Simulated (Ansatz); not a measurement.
# Al (Fm-3m) in Ansatz: further runs, part 2 of 3

Ansatz 0.2.0. The steps go on from the part before.

### Step 4. Projected density of states, PBE, collinear spin, random start, moments held on the sites (cell strained at random at fixed volume)

Contents of input.yaml:

```yaml
crystal:
  lattice:
    - [0.01763, 1.965228, 1.982257]
    - [2.101111, -0.049921, 2.049808]
    - [2.047156, 1.978823, 0.004034]
  atoms:
    - { symbol: Al, position: [0.024625, 0.009379, -0.029959], spin: 0.38 }
kpoints:
  mp_grid: { grid: [11, 11, 11] }
  band_path:
    path: [[0.5, 0.5, 0.5], [0.0, 0.0, 0.0], [0.0, -0.5, 0.0]]
    npoints: 10
scf:
  occupations: { method: methfessel_paxton, width: 0.1 }
hamiltonian:
  xc: pbe
  pseudopotentials:
    kind: all_electron
    lapw: { basis_error: 0.002 }
    relativity: none
magnetization:
  spin_polarized: true
  spin_locking: { lock_spins: true }
output:
  forces: true
  stress: true
  eigenvalues: true
  fatbands: true
  dos: { projected: true, de: 0.1, e_range: [-20, 8] }
  populations: true
```

Potentials or basis: all-electron LAPW, non-relativistic.

Run with:

```bash
ansatz run input.yaml --threads 1 --pin off --max-ram 2560MiB --backend cpu --events-out ev --progress --plain --runs-dir out
```

The log of the run:

```text
Warning: output.stress: the lock of the moments that magnetization.spin_locking holds to the close lets an SCF meet its threshold on dr2 anywhere within the lock's freeze window, and the stress can move with the moments there: no threshold on dr2 bounds that. The window is the square root of the freeze energy over magnetization.spin_locking.lambda. Set magnetization.spin_locking.freeze_energy_tol to 1e-7 of magnetization.spin_locking.lambda or tighter (1e-7 eV at magnetization.spin_locking.lambda's default), and hold the SCF's own gates tight with it: the threshold on dr2 and, on a non-collinear run, whose gate on the magnetisation can be let go, scf.convergence.magnetization_residual_energy_tol, under 2e-7 eV over the cell's volume in cubic angstroms (a run under these bars is not thereby shown to hold its stress)
Warning: RAYON_NUM_THREADS=1 ignored (pool sized by the plan → 1); use --threads N
Al: projections on atomic orbitals take those of the free atom 1s2 2s2 2p6 3s2 3p1, of charge +0.00 (hamiltonian.pseudopotentials.projection_atoms)
LAPW: plane waves up to 5.743 Å⁻¹, error target 2.0e-3 eV per atom; Al in spheres of 1.396 Å, 11 of its electrons in bands, Dirac shells [] (how accurate: hamiltonian.pseudopotentials.lapw.basis_error, Limitations)
Engine: ansatz 0.2.0, aarch64-unknown-linux-gnu
Pseudopotentials: kind: all_electron
Pseudopotential: Al, LAPW, valence charge 11, lapw/all_electron/none/Al, Schrödinger's equation, point nucleus
Functional definition: PBE
  parameter kappa = 0.804
  parameter beta = 0.06672455060314922
  exchange = pbe_x(kappa = kappa, mu = beta*pi^2/3)
  correlation = pbe_c(beta = beta)
Crystal: 1 atoms, lattice volume = 16.603 Å³
Basis set: ecut = 125.66954513903372 eV, 59 PW (Γ), exchange–correlation at level 2
Bands: 10, of which v1, the nominal top of the filled ones, is band 6 counted from 1 (5 counted from 0)
Symmetry: 2 space group operations
Space group: P-1 (ITA 2), of the structure as read, at distance tolerance 2.6e-5 Å
Magnetic group: BNS 2.4 (UNI 4), of the structure as read, at distance tolerance 2.6e-5 Å
k-points: 666 of 1331
Non-local potential: Al, projectors of the file, none
Initial density: superposition of atomic densities (chi_scale 0.1, normalization cell)
Starting moments: Σ|m| = 0.38 μB on 1 of 1 site
Initial wavefunctions: plane waves of lowest kinetic energy (no species holds an atomic orbital)
Functional: x = pbe(κ = 0.804, μ = 0.2195149727645171), c = pbe(β = 0.06672455060314922)
iter 1 solved again at ethr=1.38e-4 eV; its pass at ethr=1.00e-1 eV (dr2=1.52e-2 eV) is discarded
SCF iter   1: F=-6594.968705 eV  HF=-6594.976372 eV  |F-HF|=7.67e-3  |Δ(HF+E_count)|=         —  Δρ=9.42e-3 (↑8.97e-3 ↓9.42e-3)  dr2=1.53e-2  dr2_m=7.10e-3  M=0.154 μB ∫|m|=0.154 μB  β_m=0.30  ethr=1.38e-4  ⟨swp⟩=3.2  Hψ=100889  notcnv=0
preconditioner: auto → none  [metal: Δε(μ)=0.002 eV  Ē_g=13.202 eV  σ=0.100 eV  W_gap=0.02  n_scr=0 (ndim 8)  ℏωp=15.8 eV  f_vac=0.000  D(μ)=0.35/eV (n_scr^D=0)]
SCF iter   2: F=-6594.980504 eV  HF=-6594.981718 eV  |F-HF|=1.21e-3  |Δ(HF+E_count)|=   5.35e-3  S|Δr|=    0.00e0  Δρ=6.75e-3 (↑6.22e-3 ↓6.75e-3)  dr2=7.18e-3  dr2_m=3.69e-3  M=0.150 μB ∫|m|=0.150 μB  β_m=0.61  ethr=1.38e-4  ⟨swp⟩=2.0  Hψ=36619  notcnv=0
iter 3 solved again at ethr=1.36e-7 eV; its pass at ethr=6.53e-5 eV (dr2=1.49e-5 eV) is discarded
SCF iter   3: F=-6595.012938 eV  HF=-6595.012665 eV  |F-HF|=2.73e-4  |Δ(HF+E_count)|=   3.09e-2  S|Δr|=    0.00e0  Δρ=5.80e-4 (↑5.80e-4 ↓5.80e-4)  dr2=1.52e-5  dr2_m=4.71e-5  M=0.140 μB ∫|m|=0.140 μB  β_m=0.64  ethr=1.36e-7  ⟨swp⟩=2.5  Hψ=67342  notcnv=0
[... 27 lines left out ...]
Absolute magnetization: 0.5791 μB (∫|ρ↑−ρ↓|)
Spin contamination: 0.0044 ħ² per cell (⟨S²⟩ above its minimum at these occupations)
Per-site moments (μB) at R_I (Å): [(0.3804259892518206, 1.1514422120536785)]
--- Magnetisation constraints (ε_frz = 1.0e-4 eV) ---
  site  kind      target   achieved (μB)  |Δ|max (μB)  g (eV/μB)  λ_eff  esc  ok   flags
  0     per_site  +0.3800  +0.3804        4.26e-4      -1.92e0    1.000  0    yes
Free energy (F): -6594.646457 eV
Harris-Foulkes:  -6594.646457 eV  (|F-HF|=3.40e-10)
Internal energy: -6594.646209 eV  (E = F + TS)
E sigma→0 (E₀):  -6594.646395 eV
Entropy (-TS):   -0.000248 eV (-0.248 meV/atom)
Fermi energy:    9.667604 eV
--- Per-component energies (eV) ---
  E_band       = -501.129315
  E_kinetic    = 6584.602844
  E_xc         = -506.122433
  E_constr_dc  = -0.728876  (∫m·b dr)
  E_electrostatic = -12673.126626  (all electrons and nuclei)
  E_smearing   = -0.000248  (= −TS)
  E_closure    = 0.000006  (closes the sum)
  E_penalty    = -0.000822  (constraint; not in F)
  E_atoms      = -6591.277054  (free atoms, spherical and without spin; not in F)
  Σ components = -6594.646457   (vs F -6594.646457, Δ=0.00e0)
  Basis errors (estimates in eV, not in F): energy 1.8e-3 per atom: plane waves 1.7e-3 (1.1e-3 summed), levels above the bands 0.0e0, relativity 0.0e0, radial functions 9.6e-5, core shells 1.8e-13; eigenvalues (radial functions only) 6.4e-5; not estimated: angular momenta, meshes, grids; target (lapw.basis_error) 2.0e-3; muffin-tin radii Al 1.396 Å
--- Forces (eV/Å), atoms counted from 1 ---
  atom   1  Al     0.00000000     0.00000000     0.00000000
  max |Σ_I F_I| component: 0.00e0 eV/Å
--- Stress (GPa, compression-positive) ---
       -1.805694       0.038216      -0.568966
        0.038216       0.356142       0.039885
       -0.568966       0.039885      -0.698784
  P = ⅓ Tr σ = -0.7161 GPa (-7.161 kbar)
--- Band table (eV; the first three rows and the last of 1332) ---
  k-point 0 ↑: bands = ["-95.1035", "-57.0542", "-57.0476", "-57.0452", "-2.6584", "19.9171", "20.8658", "21.0349", "21.4815", "22.2487"]
  k-point 1 ↑: bands = ["-95.1033", "-57.0547", "-57.0490", "-57.0458", "-2.4322", "18.1531", "19.1717", "20.6707", "21.9461", "23.1960"]
  k-point 2 ↑: bands = ["-95.1027", "-57.0565", "-57.0525", "-57.0467", "-1.7559", "14.5528", "18.3912", "19.9020", "22.6376", "23.1755"]
  k-point 665 ↓: bands = ["-91.1700", "-53.1301", "-53.1195", "-53.1137", "6.5946", "7.5379", "18.9800", "20.9517", "22.6811", "24.4332"]
--- Löwdin populations: 1 site ---
  site symbol       q [e]    m [muB]
     0     Al     12.9526     0.5534
  spilling = 0.003649 (of n_electrons = 13.000000)
```

dos.tsv:

```text
# E-E_F[eV]	g_bin_mean(E)[states/eV]	N(E)	g_bin_mean_up(E)	g_bin_mean_dn(E)	N_up(E)	N_dn(E)
# format = ansatz-dos/2
# fermi_ev = 9.667604
# fermi_mp_grid = 11 11 11
# fermi_mp_shift = 0 0 0
# tetrahedron_fermi_ev = 9.757136
# g_bin_mean(E): the states in a bin one row spacing wide, centred on E, divided by that spacing. States that the method places at a single energy (under output.dos.method: tetrahedron, those of a tetrahedron whose four corners have one energy) are counted whole in the row whose bin holds that energy (on the edge of two bins, in the lower row). The sum of g_bin_mean over a run of rows, times the row spacing, is the number of states from half a spacing under the first of them to half a spacing over the last (a plain sum, not the trapezoid rule).
-20.000000	0.000000e0	8.000000e0	0.000000e0	0.000000e0	4.000000e0	4.000000e0
-19.900000	0.000000e0	8.000000e0	0.000000e0	0.000000e0	4.000000e0	4.000000e0
-19.800000	0.000000e0	8.000000e0	0.000000e0	0.000000e0	4.000000e0	4.000000e0
-19.700000	0.000000e0	8.000000e0	0.000000e0	0.000000e0	4.000000e0	4.000000e0
-19.600000	0.000000e0	8.000000e0	0.000000e0	0.000000e0	4.000000e0	4.000000e0
-19.500000	0.000000e0	8.000000e0	0.000000e0	0.000000e0	4.000000e0	4.000000e0
[... 273 lines left out ...]
7.900000	5.367218e-1	1.485060e1	2.626401e-1	2.740817e-1	7.828777e0	7.021822e0
8.000000	5.367541e-1	1.490427e1	2.637651e-1	2.729890e-1	7.855096e0	7.049174e0
```

It took 51 s on 1 thread of Arm Neoverse V2, shared host; peak memory 0.42 GiB.

Results:

```yaml
Free_energy: -6594.6465 eV
Band_gap_along_the_path: none (metal or under the smearing width)
Net_moment: 0.58 μB per cell
Absolute_moment: 0.58 μB per cell
Site_moments: Al +0.38 μB
```

Levels at the corners of the path, in eV from the Fermi level:
Spin up:
| point | band 5 | band 6 | band 7 | band 8 |
| --- | --- | --- | --- | --- |
| X | -5.67 | -5.66 | 9.29 | 9.70 |
| Γ | -12.33 | 10.25 | 11.20 | 11.37 |
| Y | -6.31 | -5.86 | 9.86 | 10.14 |
Spin down:
```tsv
point	band 5	band 6	band 7	band 8	band 9	band 10
X	-3.24	-2.64	12.53	13.02	13.08	13.39
Γ	-9.64	13.26	14.45	14.72	14.86	16.30
Y	-3.54	-3.20	12.96	13.51	13.76	14.40
```

States per cell in windows of 0.5 eV (zero at the Fermi level; states under -8 eV left out):
```csv
from (eV),up,down,Al1 3p up,Al1 3p down,Al1 3s up,Al1 3s down,Al1 2s up,Al1 2s down
-8.0,0.06,0.04,0.04,0.02,0.02,0.02,0.00,0.00
-7.5,0.07,0.05,0.04,0.03,0.03,0.02,0.00,0.00
-7.0,0.08,0.05,0.05,0.03,0.03,0.02,0.00,0.00
-6.5,0.09,0.05,0.05,0.04,0.03,0.02,0.00,0.00
-6.0,0.08,0.06,0.05,0.04,0.03,0.02,0.00,0.00
-5.5,0.08,0.06,0.05,0.04,0.02,0.02,0.00,0.00
-5.0,0.09,0.07,0.06,0.05,0.02,0.02,0.00,0.00
-4.5,0.10,0.07,0.07,0.05,0.02,0.02,0.00,0.00
-4.0,0.09,0.08,0.07,0.06,0.02,0.02,0.00,0.00
-3.5,0.08,0.08,0.05,0.06,0.02,0.02,0.00,0.00
-3.0,0.10,0.08,0.07,0.06,0.03,0.02,0.00,0.00
-2.5,0.11,0.08,0.08,0.06,0.03,0.02,0.00,0.00
-2.0,0.10,0.09,0.06,0.07,0.03,0.02,0.00,0.00
-1.5,0.09,0.09,0.06,0.06,0.03,0.03,0.00,0.00
-1.0,0.11,0.08,0.07,0.05,0.03,0.02,0.00,0.00
-0.5,0.11,0.09,0.07,0.06,0.03,0.03,0.00,0.00
0.0,0.11,0.11,0.07,0.08,0.03,0.03,0.00,0.00
0.5,0.11,0.10,0.07,0.07,0.03,0.03,0.00,0.00
1.0,0.12,0.09,0.07,0.06,0.03,0.02,0.00,0.00
1.5,0.12,0.09,0.08,0.06,0.03,0.02,0.00,0.00
2.0,0.12,0.11,0.08,0.07,0.03,0.03,0.00,0.00
2.5,0.13,0.11,0.08,0.07,0.03,0.03,0.00,0.00
3.0,0.14,0.11,0.09,0.06,0.03,0.03,0.00,0.00
3.5,0.15,0.11,0.10,0.06,0.02,0.03,0.00,0.00
4.0,0.15,0.12,0.10,0.06,0.02,0.03,0.00,0.00
4.5,0.14,0.12,0.10,0.07,0.02,0.03,0.00,0.00
5.0,0.14,0.12,0.09,0.06,0.02,0.03,0.00,0.00
5.5,0.13,0.12,0.09,0.07,0.01,0.03,0.00,0.00
6.0,0.13,0.13,0.08,0.08,0.01,0.03,0.00,0.00
6.5,0.13,0.14,0.07,0.08,0.01,0.03,0.00,0.00
```

Caveat: the SCF stop doesn't bound the stress; each atom's moment is held at its typed value, so this isn't a free magnetic state.

[end of part 2 of 3]
